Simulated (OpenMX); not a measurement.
The system is TiAl.

```
Ti Al
1.0
     2.86726    0.00000    0.00000
    -1.43363    2.48312    0.00000
     0.00000    0.00000    4.67808
Ti Al
1 1
Direct
  0.00000 0.00000 0.00000
  0.33333 0.66667 0.50000
```

The cell comes from a database or a generator and needn't be the stable form of this composition.

- Program: OpenMX 3.8.5
- Task: single point
- Functional: PBE
- Potentials or basis: OpenMX 2013 PBE set, Ti7.0-s3p2d2, Al7.0-s2p2d1, grid cutoff 400 Ry
- k mesh: 11 × 11 × 7
- Occupations: fermi-dirac, width 0.05 eV
- Spin: no spin polarisation

On this cell: pressure -0.1 GPa; largest force 0.014 eV/Å; band gap on the k mesh none (metal or under the smearing width).

The same run follows on a disturbed copy (atoms moved at random, drawn with an rms of 0.05 Å):

```
CELL_PARAMETERS angstrom
2.86726 0.00000 0.00000
-1.43363 2.48312 0.00000
0.00000 0.00000 4.67808
ATOMIC_POSITIONS crystal
Ti 0.99025 0.00486 0.01131
Al 0.34812 0.66269 0.51633
```

Question: What does the disturbed cell give?

Answer: The energy (extrapolated to zero smearing) moves by +4.2 meV/atom; pressure 0.0 GPa; largest force 0.234 eV/Å; band gap on the k mesh none (metal or under the smearing width).

Forces on the atoms (eV/Å):
```
Ti   0.154 -0.014  0.164
Al  -0.157  0.015 -0.173
```

Caveats: the basis of atomic orbitals isn't converged, which shifts pressures, moduli and gaps.
